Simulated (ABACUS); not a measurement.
# SnSe2 (P-3m1) in ABACUS: reference runs

How does SnSe2 come out in PBE? The cell is run as given and disturbed.

Everything below comes from runs of ABACUS 3.10.1. Logs are shortened: lines on timing, memory, paths and dates and some standing lists are left out, and cuts for length are marked.

## 1. The crystal as given

Symmetry: P-3m1, No. 164, trigonal system. The conventional cell has a = 3.811 Å, b = 3.811 Å, c = 6.136 Å, α = 90.00°, β = 90.00°, γ = 120.00°. Sn (site symmetry -3m) has 6 Se at 2.68 Å as nearest neighbours. Se (site symmetry 3m) has 3 Sn at 2.68 Å as nearest neighbours.

## 2. Single point, PBE

Contents of INPUT:

```
INPUT_PARAMETERS
suffix              SnSe2
calculation         scf
basis_type          pw
pseudo_dir          ./
symmetry            1
dft_functional      pbe
ecutwfc             87
pseudo_rcut         10
nspin               1
nbands              28
ks_solver           dav
smearing_method     fd
smearing_sigma      0.00367493
scf_thr             1e-08
scf_nmax            100
mixing_type         broyden
mixing_beta         0.7
cal_force           1
cal_stress          1
kpar                4
```

Contents of STRU:

```
ATOMIC_SPECIES
Sn 118.7100 Sn.upf
Se 78.9710 Se.upf

LATTICE_CONSTANT
1.8897261246

LATTICE_VECTORS
3.8110000000 0.0000000000 0.0000000000
-1.9055000000 3.3004228138 0.0000000000
0.0000000000 0.0000000000 6.1360000000

ATOMIC_POSITIONS
Direct

Sn
0.0
1
0.0000000000 0.0000000000 0.0000000000 1 1 1

Se
0.0
2
0.6666666667 0.3333333333 0.7510000000 1 1 1
0.3333333333 0.6666666667 0.2490000000 1 1 1
```

Contents of KPT:

```
K_POINTS
0
Gamma
8 8 5 0 0 0
```

Potentials or basis: PseudoDojo NC SR 0.4.1 PBE standard, plane waves.

The run is started by

```
$ OMP_NUM_THREADS=1 mpirun -np 4 abacus > log
```

running log:

```text
ABACUS v3.10.1

               Atomic-orbital Based Ab-initio Computation at UStc

 ------------------------------------------------------------------------------------

 READING GENERAL INFORMATION
                           global_out_dir = OUT.SnSe2/
                           global_in_card = INPUT
                               pseudo_dir = ./
[... 8 lines left out ...]

 READING ATOM TYPE 1
                               atom label = Sn
                      L=0, number of zeta = 1
                      L=1, number of zeta = 1
                      L=2, number of zeta = 1
             number of atom for this type = 1

 READING ATOM TYPE 2
                               atom label = Se
                      L=0, number of zeta = 1
                      L=1, number of zeta = 1
                      L=2, number of zeta = 1
             number of atom for this type = 2

                        TOTAL ATOM NUMBER = 3
DIRECT COORDINATES
    atom                   x                   y                   z     mag                  vx                  vy                  vz
taud_Sn1            0.0000000000        0.0000000000        0.0000000000  0.0000        0.0000000000        0.0000000000        0.0000000000
taud_Se1            0.6666666667        0.3333333333        0.7510000000  0.0000        0.0000000000        0.0000000000        0.0000000000
taud_Se2            0.3333333333        0.6666666667        0.2490000000  0.0000        0.0000000000        0.0000000000        0.0000000000

                          Volume (Bohr^3) = 520.823
                             Volume (A^3) = 77.178

 Lattice vectors: (Cartesian coordinate: in unit of a_0)
               +3.811                  +0                  +0
              -1.9055            +3.30042                  +0
                   +0                  +0              +6.136
 Reciprocal vectors: (Cartesian coordinate: in unit of 2 pi/a_0)
            +0.262398           +0.151496                  -0
                   -0           +0.302991                  -0
                   +0                  -0           +0.162973
 The esolver type has been set to : ksdft_pw

                PAO radial cut off (Bohr) = 10

 Read in pseudopotential file is Sn.upf
                     pseudopotential type = NC
          exchange-correlation functional = PBE
                 nonlocal core correction = 1
                        valence electrons = 14
                                     lmax = 2
                           number of zeta = 3
                     number of projectors = 6
                           L of projector = 0
[... 5 lines left out ...]
                PAO radial cut off (Bohr) = 10

 Read in pseudopotential file is Se.upf
                     pseudopotential type = NC
          exchange-correlation functional = PBE
                 nonlocal core correction = 1
                        valence electrons = 16
                                     lmax = 2
                           number of zeta = 3
                     number of projectors = 6
                           L of projector = 0
                           L of projector = 0
                           L of projector = 1
                           L of projector = 1
                           L of projector = 2
                           L of projector = 2
     initial pseudo atomic orbital number = 27

 SETUP THE ELECTRONS NUMBER
            electron number of element Sn = 14
      total electron number of element Sn = 14
            electron number of element Se = 16
      total electron number of element Se = 32
            AUTOSET number of electrons:  = 46
                           occupied bands = 23
                                   NBANDS = 28
                                   NLOCAL = 27

%%%%%%%%%%%%%%%%%%%%%%%%%%%%%%%%%%%%%%%%%%%%%%%%%%%%%%%%%%%%%%%%%%%%%%%%%%%%%%%%%%%%%%%%%%%%%%%%%%%%%%%%%%
 Warning: the number of valence electrons in pseudopotential > 4 for Sn: [Kr] 4d10 5s2 5p2
 Warning: the number of valence electrons in pseudopotential > 6 for Se: [Ar] 3d10 4s2 4p4
 Pseudopotentials with additional electrons can yield (more) accurate outcomes, but may be less efficient.
 If you're confident that your chosen pseudopotential is appropriate, you can safely ignore this warning.
%%%%%%%%%%%%%%%%%%%%%%%%%%%%%%%%%%%%%%%%%%%%%%%%%%%%%%%%%%%%%%%%%%%%%%%%%%%%%%%%%%%%%%%%%%%%%%%%%%%%%%%%%%

 SETUP THE PLANE WAVE BASIS
 energy cutoff for charge/potential (unit:Ry) = 348
            fft grid for charge/potential = [ 45, 45, 72 ]
                        fft grid division = [ 1, 1, 1 ]
        big fft grid for charge/potential = [ 45, 45, 72 ]
                                     nbxx = 145800
                                     nrxx = 145800

 SETUP PLANE WAVES FOR CHARGE/POTENTIAL
                    number of plane waves = 57117
                         number of sticks = 1237

 PARALLEL PW FOR CHARGE/POTENTIAL
     PROC   COLUMNS(POT)             PW
        1           1237          57117
 --------------- sum -------------------
        1           1237          57117
                            number of |g| = 2598
                                  max |g| = 31.4576
                                  min |g| = 0

----------- Double Check Mixing Parameters Begin ------------
mixing_type: broyden
mixing_beta: 0.7
mixing_gg0: 1
mixing_gg0_min: 0.1
mixing_ndim: 8
----------- Double Check Mixing Parameters End ------------

 LATTICE VECTORS: (CARTESIAN COORDINATE: IN UNIT OF A0)
               +3.811                  +0                  +0
              -1.9055            +3.30042                  +0
                   +0                  +0              +6.136
                       right hand lattice = 1
                                   NORM_A = 3.811
                                   NORM_B = 3.811
                                   NORM_C = 6.136
                           ALPHA (DEGREE) = 90
                           BETA  (DEGREE) = 90
                           GAMMA (DEGREE) = 120

 The lattice vectors have been changed (STRU_SIMPLE.cif)

(for optimal symmetric configuration:)
                             BRAVAIS TYPE = 4
                     BRAVAIS LATTICE NAME = 04. Hexagonal cell
                                    ibrav = 4
                                    IBRAV = 4
                                  BRAVAIS = HEXAGONAL CELL
                       LATTICE CONSTANT A = 3.811
                                C/A RATIO = 1.61008
Original cell was already a primitive cell.
                        ROTATION MATRICES = 24
              PURE POINT GROUP OPERATIONS = 12
                   SPACE GROUP OPERATIONS = 12
                                       C2 = 3
                                       C3 = 2
                                       C4 = 0
                                       C6 = 0
                                       S1 = 3
                                       S3 = 0
                                       S4 = 0
                                       S6 = 2
                              POINT GROUP = D_3d
                                       C2 = 3
                                       C3 = 2
                                       C4 = 0
                                       C6 = 0
                                       S1 = 3
                                       S3 = 0
                                       S4 = 0
                                       S6 = 2
               POINT GROUP IN SPACE GROUP = D_3d

 SETUP K-POINTS
                                    nspin = 1
                   Input type of k points = Monkhorst-Pack(Gamma)
                                   nkstot = 320
                       right hand lattice = 1
(for reciprocal lattice: )
                             BRAVAIS TYPE = 4
                     BRAVAIS LATTICE NAME = 04. Hexagonal cell
                                    ibrav = 4
                       right hand lattice = 1
(for k-lattice: )
                             BRAVAIS TYPE = 4
                     BRAVAIS LATTICE NAME = 04. Hexagonal cell
                                    ibrav = 4
                       right hand lattice = 1
                        ROTATION MATRICES = 24
                               nkstot_ibz = 40
K-POINTS REDUCTION ACCORDING TO SYMMETRY
     IBZ    DIRECT_X    DIRECT_Y    DIRECT_Z  WEIGHT  ibz2bz
       1  0.00000000  0.00000000  0.00000000  0.0031       0
       2 -0.12500000  0.12500000  0.00000000  0.0187       1
       3 -0.25000000  0.25000000  0.00000000  0.0187       2
       4 -0.37500000  0.37500000  0.00000000  0.0187       3
       5  0.50000000  0.50000000  0.00000000  0.0094       4
       6 -0.12500000  0.25000000  0.00000000  0.0187       9
[... 22 lines left out ...]
      29 -0.37500000  0.37500000  0.40000000  0.0187     131
      30  0.50000000  0.50000000  0.40000000  0.0187     132
[... 10 further k points ...]

                               nkstot now = 40
[... K-POINTS DIRECT COORDINATES: 40 rows ...]

           k-point number in this process = 10
       minimum distributed K point number = 10
[... stars of the k points ...]

[... K-POINTS CARTESIAN COORDINATES: 10 rows ...]

[... K-POINTS DIRECT COORDINATES: 10 rows ...]

 SETUP PLANE WAVES FOR WAVE FUNCTIONS
     energy cutoff for wavefunc (unit:Ry) = 87
              fft grid for wave functions = [ 45, 45, 72 ]
                    number of plane waves = 9331
                         number of sticks = 367

 PARALLEL PW FOR WAVE FUNCTIONS
     PROC   COLUMNS(POT)             PW
        1            367           9331
 --------------- sum -------------------
        1            367           9331

 SETUP NONLOCAL PSEUDOPOTENTIALS IN PLANE WAVE BASIS
 Sn non-local projectors:
 projector 1 L=0
 projector 2 L=0
 projector 3 L=1
 projector 4 L=1
 projector 5 L=2
 projector 6 L=2
 Se non-local projectors:
 projector 1 L=0
 projector 2 L=0
 projector 3 L=1
 projector 4 L=1
 projector 5 L=2
 projector 6 L=2
      TOTAL NUMBER OF NONLOCAL PROJECTORS = 54

 Init Non-Local PseudoPotential table :
 Init Non-Local-Pseudopotential done.

                                     npwx = 7156

 Make real space PAO into reciprocal space.
       max mesh points in Pseudopotential = 1001
     dq(describe PAO in reciprocal space) = 0.01
                                    max q = 1124

 number of pseudo atomic orbitals for Sn is 3
WARNING: norm of atomic wavefunction # 2 of atomic type Sn is 0.999999, renormalized
WARNING: norm of atomic wavefunction # 3 of atomic type Sn is 0.999616, renormalized

 number of pseudo atomic orbitals for Se is 3
WARNING: norm of atomic wavefunction # 3 of atomic type Se is 0.999991, renormalized

 -------------------------------------------
 SELF-CONSISTENT
 -------------------------------------------
                                 init_chg = atomic

 PW ALGORITHM --------------- ION=   1  ELEC=   1--------------------------------

 Notice: Threshold on eigenvalues was too large.
 hsover_error=0.46 > DRHO=0.0766267
 Origin diag ethr = 0.01
 New diag ethr = 0.00016658

 Density error is 0.0754907072331
                          Error Threshold = 0.000166579678957
----------------------------------------------------------
     Energy           Rydberg                 eV
----------------------------------------------------------
 E_KohnSham     -642.6062268345      -8743.1062552296
 E_Harris       -641.4874792368      -8727.8849132769
 E_Fermi        0.6422257413         8.7379294840
----------------------------------------------------------
[... 75 lines left out ...]
 Density error is 1.54394742862e-09
                          Error Threshold = 3.70178249066e-11
----------------------------------------------------------
     Energy           Rydberg                 eV
----------------------------------------------------------
 E_KohnSham     -642.6241421511      -8743.3500056165
 E_KS(sigma->0) -642.6241412751      -8743.3499936977
 E_Harris       -642.6237206009      -8743.3442701329
 E_band         -61.6088909418       -838.2319642697
 E_one_elec     -352.7234518291      -4799.0487631039
 E_Hartree      192.2298969708       2615.4219247552
 E_xc           -141.0825713095      -1919.5268583002
 E_Ewald        -341.0480142312      -4640.1962851301
 E_entropy(-TS) -0.0000017520        -0.0000238375
 E_descf        0.0000000000         0.0000000000
 E_exx          0.0000000000         0.0000000000
 E_Fermi        0.6615280610         9.0005510167
----------------------------------------------------------

 charge density convergence is achieved
 final etot is -8743.3500056 eV
 EFERMI = 9.0005510167 eV

 STATE ENERGY(eV) AND OCCUPATIONS    NSPIN == 1
 1/10 kpoint (Cartesian) = 0.0000 0.0000 0.0000 (7139 pws)
       1       -38.3022     0.00625000
       2       -38.3022     0.00625000
       3       -38.3022     0.00625000
       4       -38.3022     0.00625000
       5       -38.2486     0.00625000
       6       -38.2486     0.00625000
[... 170 lines left out ...]
      27        14.0684    3.59396e-46
      28        15.6427    7.59961e-60

[... levels at 4 further k points ...]

------------------------------------------------------------------------------------------
 TOTAL-FORCE (eV/Angstrom)
------------------------------------------------------------------------------------------
                       Sn1         0.0000000000         0.0000000000         0.0000000000
                       Se1         0.0000000000         0.0000000000        -0.8187069172
                       Se2         0.0000000000         0.0000000000         0.8187069172
------------------------------------------------------------------------------------------

----------------------------------------------------------------
 TOTAL-STRESS (KBAR)
----------------------------------------------------------------
        52.7949432249        -0.0000000000        -0.0000000000
         0.0000000000        52.7949432256        -0.0000000000
        -0.0000000000         0.0000000000        66.7683834440
----------------------------------------------------------------
 TOTAL-PRESSURE: 57.452757 KBAR

 --------------------------------------------
 !FINAL_ETOT_IS -8743.3500056164557463 eV
 --------------------------------------------
```

Run time: 31 s. Hardware: 4 MPI ranks of INTEL XEON PLATINUM 8581C at 2.10GHz (Emerald Rapids), shared host; peak memory 0.72 GiB.

What came out:

```yaml
Free_energy: -8743.3500 eV
Pressure: 5.7 GPa
Largest_force: 0.819 eV/Å
Band_gap_on_the_k_mesh: 0.79 eV, indirect (least direct gap 1.06 eV)
```

Forces in eV/Å, atoms in the order of the input:
```
Sn   0.000  0.000  0.000
Se   0.000  0.000 -0.819
Se   0.000  0.000  0.819
```

Caveat: spin-orbit coupling is left out, which moves the levels of the heavy elements; an odd mesh through Γ misses points on the zone boundary, where band edges often lie; this functional lacks dispersion, which binds the layers, so the pressure and a relaxed spacing across them are unreliable.

## 3. Single point, PBE (atoms moved at random, drawn with an rms of 0.05 Å)

Edit INPUT of step 2 so:

```diff
@@ -20,2 +20,4 @@
 cal_stress          1
-kpar                4
+out_chg             1
+out_pot             2
+out_elf             1
```

Contents of STRU:

```
ATOMIC_SPECIES
Sn 118.7100 Sn.upf
Se 78.9710 Se.upf

LATTICE_CONSTANT
1.8897261246

LATTICE_VECTORS
3.8110000000 0.0000000000 0.0000000000
-1.9055000000 3.3004228138 0.0000000000
0.0000000000 0.0000000000 6.1360000000

ATOMIC_POSITIONS
Direct

Sn
0.0
1
-0.0030730000 -0.0040420000 -0.0018790000 1 1 1

Se
0.0
2
0.6689860000 0.3423530000 0.7494690000 1 1 1
0.3331800000 0.6684560000 0.2531690000 1 1 1
```

KPT is that of step 2.

Potentials or basis: PseudoDojo NC SR 0.4.1 PBE standard, plane waves.

The run is started by

```
$ OMP_NUM_THREADS=1 mpirun -np 4 abacus > log
```

running log:

```text
ABACUS v3.10.1

               Atomic-orbital Based Ab-initio Computation at UStc

 ------------------------------------------------------------------------------------

 READING GENERAL INFORMATION
                           global_out_dir = OUT.SnSe2/
                           global_in_card = INPUT
                               pseudo_dir = ./
[... 8 lines left out ...]

 READING ATOM TYPE 1
                               atom label = Sn
                      L=0, number of zeta = 1
                      L=1, number of zeta = 1
                      L=2, number of zeta = 1
             number of atom for this type = 1

 READING ATOM TYPE 2
                               atom label = Se
                      L=0, number of zeta = 1
                      L=1, number of zeta = 1
                      L=2, number of zeta = 1
             number of atom for this type = 2

                        TOTAL ATOM NUMBER = 3
DIRECT COORDINATES
    atom                   x                   y                   z     mag                  vx                  vy                  vz
taud_Sn1            0.9969270000        0.9959580000        0.9981210000  0.0000        0.0000000000        0.0000000000        0.0000000000
taud_Se1            0.6689860000        0.3423530000        0.7494690000  0.0000        0.0000000000        0.0000000000        0.0000000000
taud_Se2            0.3331800000        0.6684560000        0.2531690000  0.0000        0.0000000000        0.0000000000        0.0000000000

                          Volume (Bohr^3) = 520.823
[... 340 lines left out ...]
 E_Hartree      190.7687028293       2595.5413585467
 E_xc           -141.0671583240      -1919.3171538741
 E_Ewald        -342.5369633452      -4660.4544771125
 E_entropy(-TS) -0.0000025845        -0.0000351638
 E_descf        0.0000000000         0.0000000000
 E_exx          0.0000000000         0.0000000000
 E_Fermi        0.6603311605         8.9842663492
----------------------------------------------------------

 charge density convergence is achieved
 final etot is -8743.3679813 eV
 EFERMI = 8.9842663492 eV
The vacuum level is 13.619802803 eV

 STATE ENERGY(eV) AND OCCUPATIONS    NSPIN == 1
 1/162 kpoint (Cartesian) = 0.0000 0.0000 0.0000 (1784 pws)
       1       -38.3519     0.00625000
       2       -38.3508     0.00625000
       3       -38.3052     0.00625000
       4       -38.2924     0.00625000
       5       -38.2800     0.00625000
       6       -38.2472     0.00625000
[... 170 lines left out ...]
      27        13.4880    9.49617e-42
      28        16.2568    8.48013e-66

[... levels at 156 further k points ...]

------------------------------------------------------------------------------------------
 TOTAL-FORCE (eV/Angstrom)
------------------------------------------------------------------------------------------
                       Sn1        -0.0130782692         0.2161211775         0.3251836699
                       Se1         0.0168478940        -0.1789020782        -0.7991138293
                       Se2        -0.0037696248        -0.0372190993         0.4739301593
------------------------------------------------------------------------------------------

----------------------------------------------------------------
 TOTAL-STRESS (KBAR)
----------------------------------------------------------------
        46.3955789135         0.1537026701        -0.5331314542
         0.1537026701        48.9320776247         3.8043122762
        -0.5331314542         3.8043122762        56.4716144731
----------------------------------------------------------------
 TOTAL-PRESSURE: 50.599757 KBAR

 --------------------------------------------
 !FINAL_ETOT_IS -8743.3679813119597384 eV
 --------------------------------------------
```

Wall time 2.1 min (4 MPI ranks of INTEL XEON PLATINUM 8581C at 2.10GHz (Emerald Rapids), shared host); peak memory 0.88 GiB.

What came out:

```
Free energy            : -8743.3680 eV
Pressure               : 5.1 GPa
Largest force          : 0.819 eV/Å
Band gap on the k mesh : 0.72 eV, indirect (least direct gap 1.06 eV)
```

Forces in eV/Å, atoms in the order of the input:
```
Sn  -0.013  0.216  0.325
Se   0.017 -0.179 -0.799
Se  -0.004 -0.037  0.474
```

Caveat: spin-orbit coupling is left out, which moves the levels of the heavy elements; an odd mesh through Γ misses points on the zone boundary, where band edges often lie.
